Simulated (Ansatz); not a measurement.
Input and command of a calculation in Ansatz (plane waves; scalar-relativistic PAW potentials unless the input names others):

```yaml
crystal:
  lattice:
    - [3.0751459486, 0.0, 0.0]
    - [-1.5375729743, 2.6631545118, 0.0]
    - [0.0, 0.0, 5.6342211957]
  atoms:
    - { symbol: Cd, position: [0.3333333333, 0.6666666667, 0.25] }
    - { symbol: Cd, position: [0.6666666667, 0.3333333333, 0.75] }
basis:
  ecutwfc: 420
kpoints:
  mp_grid: { grid: [21, 21, 10] }
hamiltonian:
  xc: pbe
scf:
  occupations: { method: gaussian, width: 0.1 }
output:
  forces: true
  eigenvalues: true
  stress: true
magnetization:
  spin_polarized: true
```

```bash
ansatz run input.yaml --threads 1 --pin off --max-ram 1331MiB --backend cpu --events-out ev --progress --plain --runs-dir out
```

Abridged log:
```
Basis set: ecut = 420 eV, 883 PW (Γ), exchange–correlation on 48×48×80 points (8 copies of the dense FFT grid, shifted against one another)
Bands: 24, of which v1, the nominal top of the filled ones, is band 20 counted from 1 (19 counted from 0)
Symmetry: 24 space group operations
k-points: 288 of 4410
SCF iter   1: F=—  HF=-16508.143429 eV  |F-HF|=—  |Δ(HF+E_count)|=         —  Δρ=1.90e-2 (↑1.52e-2 ↓1.90e-2) dr2=3.40e-1  dr2_m=6.45e-2  M=1.075 μB ∫|m|=1.075 μB  ethr=9.41e-4  ⟨swp⟩=1.0  Hψ=34865  notcnv=0
Mixer restart at iter 1: flushing history
SCF iter   2: F=—  HF=-16508.866034 eV  |F-HF|=—  |Δ(HF+E_count)|=         —  Δρ=1.96e-2 (↑1.96e-2 ↓1.32e-2) dr2=3.67e-1  dr2_m=5.21e-2  M=0.174 μB ∫|m|=0.223 μB  β_m=0.30  ethr=8.51e-4  ⟨swp⟩=3.8  Hψ=26320  notcnv=0  defer=102
spin=Collinear: Kerker preconditioning applied to the charge; magnetization (m = ρ↑ − ρ↓) channel mixes plain (no charge-response kernel on spin).
SCF iter   3: F=—  HF=-16508.871789 eV  |F-HF|=—  |Δ(HF+E_count)|=   5.75e-3  Δρ=1.35e-2 (↑1.35e-2 ↓1.02e-2) dr2=1.95e-1  dr2_m=2.68e-2  M=0.140 μB ∫|m|=0.179 μB  β_m=0.65  ethr=8.51e-4  ⟨swp⟩=1.8  Hψ=18832  notcnv=0  defer=19
SCF iter   4: F=—  HF=-16508.896692 eV  |F-HF|=—  |Δ(HF+E_count)|=   2.49e-2  Δρ=2.79e-3 (↑2.71e-3 ↓2.79e-3) dr2=1.01e-2  dr2_m=5.16e-4  M=0.025 μB ∫|m|=0.033 μB  β_m=0.82  ethr=4.87e-4  ⟨swp⟩=2.5  Hψ=23467  notcnv=0  defer=23
Mixer restart at iter 4: flushing history
SCF iter   5: F=—  HF=-16508.900367 eV  |F-HF|=—  |Δ(HF+E_count)|=         —  Δρ=5.79e-4 (↑5.79e-4 ↓5.79e-4) dr2=4.04e-4  dr2_m=0.00e0  M=0.000 μB ∫|m|=0.000 μB  β_m=0.82  ethr=2.52e-5  ⟨swp⟩=6.0  Hψ=20349  notcnv=0  defer=5
SCF iter   6: F=—  HF=-16508.900559 eV  |F-HF|=—  |Δ(HF+E_count)|=   1.92e-4  Δρ=2.47e-4 (↑2.47e-4 ↓2.47e-4) dr2=1.09e-4  dr2_m=0.00e0  M=0.000 μB ∫|m|=0.000 μB  β_m=0.91  ethr=1.01e-6  ⟨swp⟩=2.1  Hψ=12223  notcnv=0  defer=5
SCF iter   7: F=—  HF=-16508.900623 eV  |F-HF|=—  |Δ(HF+E_count)|=   6.46e-5  Δρ=1.00e-4 (↑1.00e-4 ↓1.00e-4) dr2=1.34e-5  dr2_m=0.00e0  M=0.000 μB ∫|m|=0.000 μB  β_m=0.91  ethr=2.72e-7  ⟨swp⟩=2.3  Hψ=10004  notcnv=0  defer=5
SCF iter   8: F=—  HF=-16508.900622 eV  |F-HF|=—  |Δ(HF+E_count)|=   1.87e-6  Δρ=2.21e-5 (↑2.21e-5 ↓2.21e-5) dr2=9.71e-7  dr2_m=0.00e0  M=0.000 μB ∫|m|=0.000 μB  β_m=0.96  ethr=3.34e-8  ⟨swp⟩=2.1  Hψ=11946  notcnv=0  defer=5
SCF iter   9: F=-16508.900622 eV  HF=-16508.900622 eV  |F-HF|=5.06e-9  |Δ(HF+E_count)|=   4.48e-8  Δρ=6.68e-6 (↑6.68e-6 ↓6.68e-6) dr2=9.03e-8  dr2_m=0.00e0  M=0.000 μB ∫|m|=0.000 μB  ethr=2.50e-10  ⟨swp⟩=2.2  Hψ=24411  notcnv=0
SCF 1 converged in 9 iterations: F = -16508.900622 eV  dr2 = 9.03e-8
SCF converged after 9 iterations
Magnetization: 0.0000 μB (20.0000 up, 20.0000 down)
Absolute magnetization: 0.0000 μB (∫|ρ↑−ρ↓|)
Spin contamination: 0.0000 ħ² per cell (⟨S²⟩ above its minimum at these occupations)
Per-site moments (μB) at R_I (Å): [(0.0, 1.26849770), (0.0, 1.26849770)]
Free energy (F): -16508.900622 eV
Harris-Foulkes:  -16508.900622 eV  (|F-HF|=5.06e-9)
Internal energy: -16508.896852 eV  (E = F + TS)
E sigma→0 (E₀):  -16508.898737 eV
Entropy (-TS):   -0.003769 eV (-1.885 meV/atom)
Fermi energy:    13.543543 eV
--- Forces (eV/Å), atoms counted from 1 ---
  atom   1  Cd     0.00000000     0.00000000     0.00000000
  atom   2  Cd     0.00000000     0.00000000     0.00000000
--- Stress (GPa, compression-positive) ---
       -0.953066       0.000000       0.000000
        0.000000      -0.953066       0.000000
        0.000000       0.000000      -0.000753
  P = ⅓ Tr σ = -0.6356 GPa (-6.356 kbar)
```

Apart from outputs, empty bands and the relaxation, which only the reference makes, the input differs from a reference run on usual settings in magnetization: not typed → {"spin_polarized": true}. The reference, at the same geometry, ended its own course with pressure -0.64 GPa, largest force 0.000 eV/Å, no gap on the mesh. This run converged in 9 SCF iterations with an energy at zero smearing within 0.01 meV/atom of the reference's, pressure -0.64 GPa, largest force 0.000 eV/Å, no gap on the mesh.